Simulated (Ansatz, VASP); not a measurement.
# CsCdCl3 in two plane-wave programs, part 3 of 3

Wanted: the spread between two codes on one cell, functional and k mesh. The cell is taken from a series of VASP runs on this material, whose earlier steps may have relaxed, scaled or displaced it; both programs get it as it stands.

VASP 6.6.1 and Ansatz 0.2.0.

So far. Step 2 (Ansatz: elastic constants, LDA): The run ends at a pressure of -0.27 GPa.

### Step 5. Ansatz: relaxation of cell and atoms, r2SCAN

Level of this step: Ansatz beside VASP: Kohn-Sham DFT, plane waves, r2SCAN (Ansatz).

The relaxed volume is the usual yardstick between codes: its relative difference is about their pressure difference at one cell divided by the bulk modulus. The cell compared in this pair holds 145.77 Å³, against 134.54 Å³ for the pair before.

The cell is taken from a series of VASP runs on this material, whose earlier steps may have relaxed, scaled or displaced it; both programs get it as it stands.

Contents of input.yaml:

```yaml
crystal:
  lattice:
    - [5.2629248611, 0.0, 0.0]
    - [0.0, 5.2629248611, 0.0]
    - [0.0, 0.0, 5.2629248611]
  atoms:
    - { symbol: Cs, position: [0.0, 0.0, 0.0] }
    - { symbol: Cd, position: [0.5, 0.5, 0.5] }
    - { symbol: Cl, position: [0.5, 0.5, 0.0] }
    - { symbol: Cl, position: [0.5, 0.0, 0.5] }
    - { symbol: Cl, position: [0.0, 0.5, 0.5] }
hamiltonian:
  xc: r2scan
  pseudopotentials: { kind: paw }
kpoints:
  mp_grid: { grid: [4, 4, 4] }
scf:
  occupations: { method: gaussian, width: 0.03 }
relax:
  f_tol: 0.01
  max_steps: 60
  cell: { stress_tol: 0.05 }
output:
  forces: true
  stress: true
```

Run with:

```sh
$ ansatz run input.yaml --threads 4 --pin off --max-ram 9216MiB --backend cpu --events-out ev --progress --plain --runs-dir out
```

Numbers of over 12 decimals in the logs are rounded to 6 here.

Log:

```text
[...]
Crystal: 5 atoms, lattice volume = 145.774 Å³
Basis set: ecut = 500 eV, 3743 PW (Γ), exchange–correlation on 160×160×160 points (64 copies of the dense FFT grid, shifted against one another)
Bands: 30, of which v1, the nominal top of the filled ones, is band 25 counted from 1 (24 counted from 0)
Symmetry: 48 space group operations
[...]
k-points: 10 of 64
[...]
cell:  # Å, volume = 145.4177 Å³
    - [5.258628, 0, 0]
    - [0, 5.258628, 0]
    - [0, 0, 5.258628]
  atoms:
    - { symbol: Cs, position: [0, 0, 0] }
    - { symbol: Cd, position: [0.500000, 0.500000, 0.500000] }
    - { symbol: Cl, position: [0.500000, 0.500000, 0] }
    - { symbol: Cl, position: [0.500000, 0, 0.500000] }
    - { symbol: Cl, position: [0, 0.500000, 0.500000] }
[key lines of the parts left out:]
SCF converged after 4 iterations
Free energy (F): -17213.634725 eV
Fermi energy:    4.387184 eV
P = ⅓ Tr σ = -0.0159 GPa (-0.159 kbar)
```

It took 5.4 s on 4 threads of Arm Neoverse V1, shared host; peak memory 0.74 GiB; 20 s of CPU time.

### Step 6. VASP: relaxation of cell and atoms, r2SCAN

The same cell, functional, mesh and smearing now go to VASP, with its own data sets and cutoff.

Contents of INCAR:

```
SYSTEM = CsCdCl3
PREC = Accurate
ENCUT = 500
EDIFF = 1E-07
NELM = 100
ISMEAR = 0
SIGMA = 0.03
LREAL = .FALSE.
ALGO = Normal
METAGGA = R2SCAN
LASPH = .TRUE.
NBANDS = 27
LORBIT = 11
LWAVE = .FALSE.
LCHARG = .FALSE.
KPAR = 8
IBRION = 2
NSW = 50
ISIF = 3
EDIFFG = -0.002
```

Contents of POSCAR:

```
CsCdCl3
1.0
    5.2629248611      0.0000000000      0.0000000000
    0.0000000000      5.2629248611      0.0000000000
    0.0000000000      0.0000000000      5.2629248611
Cs Cd Cl
1 1 3
Direct
    0.0000000000      0.0000000000      0.0000000000
    0.5000000000      0.5000000000      0.5000000000
    0.5000000000      0.5000000000      0.0000000000
    0.5000000000      0.0000000000      0.5000000000
    0.0000000000      0.5000000000      0.5000000000
```

Contents of KPOINTS:

```
Automatic mesh
0
Gamma
4 4 4
0 0 0
```

PAW data sets: Cs_sv, Cd and Cl (PBE family, release 64).

Run with:

```sh
$ mpirun -np 8 vasp_std
```

Log:

```text
[banner, memory and clock lines left out]
running    8 mpi-ranks, on    1 nodes
[...]
[... a notice as in an earlier step ...]

|                                                                             |
|               ----> ADVICE to this user running VASP <----                  |
|                                                                             |
|     You enforced a specific xc type in the INCAR file but a different       |
|     [... a line on the potential file left out ...]
|     I HOPE YOU KNOW WHAT YOU ARE DOING!                                     |
|                                                                             |

 LDA part: xc-table for (None), standard interpolation
 POSCAR, INCAR and KPOINTS ok, starting setup
[...]
entering main loop
       N       E                     dE             d eps       ncg     rms          rms(c)
DAV:   1     0.234375951720E+03    0.23438E+03   -0.19602E+04   540   0.137E+03
DAV:   2    -0.599385718332E+02   -0.29431E+03   -0.28839E+03   688   0.290E+02
DAV:   3    -0.832535351243E+02   -0.23315E+02   -0.23253E+02   618   0.860E+01
DAV:   4    -0.835147170204E+02   -0.26118E+00   -0.26101E+00   671   0.102E+01
[...]
DAV:  13    -0.721006557786E+02   -0.30962E-06   -0.33124E-06   714   0.127E-02    0.102E-02
DAV:  14    -0.721006551080E+02    0.67061E-06   -0.11272E-06   690   0.617E-03    0.239E-03
DAV:  15    -0.721006550254E+02    0.82545E-07   -0.12564E-07   441   0.244E-03
   1 F= -.72100655E+02 E0= -.72100655E+02  d E =-.721007E+02
[...]
reached required accuracy - stopping structural energy minimisation
```

OUTCAR, selected parts (step 6):

```text
  Total        0.0064628      0.0064628      0.0064628      0.0000000     -0.0000000     -0.0000000
  in kB        0.0710311      0.0710311      0.0710311      0.0000000     -0.0000000     -0.0000000
  external PRESSURE =       0.0710311 kB  Pullay stress =       0.0000000 kB

 POSITION                                       TOTAL-FORCE (eV/Angst)
 -----------------------------------------------------------------------------------
      0.00000      0.00000      0.00000         0.000000      0.000000      0.000000
      2.63146      2.63146      2.63146         0.000000      0.000000      0.000000
      2.63146      2.63146      0.00000         0.000000      0.000000      0.000000
      2.63146      0.00000      2.63146         0.000000      0.000000      0.000000
      0.00000      2.63146      2.63146         0.000000      0.000000      0.000000
 -----------------------------------------------------------------------------------
    total drift:                                0.000000      0.000000     -0.000000

  FREE ENERGIE OF THE ION-ELECTRON SYSTEM (eV)
  ---------------------------------------------------
  free  energy   TOTEN  =       -72.1006550254 eV

  energy  without entropy=      -72.1006550254  energy(sigma->0) =      -72.10065503

 reached required accuracy - stopping structural energy minimisation

[... 3 further parts left out ...]
[key lines of the parts left out:]
E-fermi :  -0.4699
```

### Step 7. Side by side

What differs besides the data sets and the points named for the pairs above, as far as they apply: VASP keeps PBE cores, Ansatz makes them for the functional; both relaxations stop at a tolerance, which leaves soft axes loose, and VASP keeps its plane-wave basis; Ansatz adds a Pulay correction to the stress that steers its cell, VASP none. Total energies have different zeros and are not compared.

Compared:

```
                                         quantity  Ansatz    VASP  difference
                                      volume (Å³)  145.42  145.77     -0.24 %
edge a after relaxation, in the typed setting (Å)   5.259   5.263     -0.08 %
```

The walks stopped with -0.02 GPa left in Ansatz and 0.01 GPa in VASP; each walk ends within a tolerance, so the volume difference is uncertain by about these residues over the bulk modulus, most in soft cells.

### Step 8. Outcome

| Item | Value |
| --- | --- |
| difference in C11 (elastic constants, LDA) | -4.2 % |
| difference in volume (relaxation of cell and atoms, r2SCAN) | -0.24 % |

**Reading.** The difference in C11 is -4.2 % (elastic constants, LDA), within the 5 % picked in this series as the mark of a large difference. Such differences can come from data sets, numerical settings and the points named under the comparisons, not from the functional's error against experiment.

[Lines on the potential files, build, host, timing and source positions are cut from VASP's logs without a mark.]

[Logs are printed without paths, hosts, clocks, repeated set-up lines and the standing remarks that a program may print on its own settings, such as how far it seeks lower states.]

[Hosts, paths, dates, database ids (printed as entryN), source tags and the programs' standing remarks are cut or masked in the printed files.]
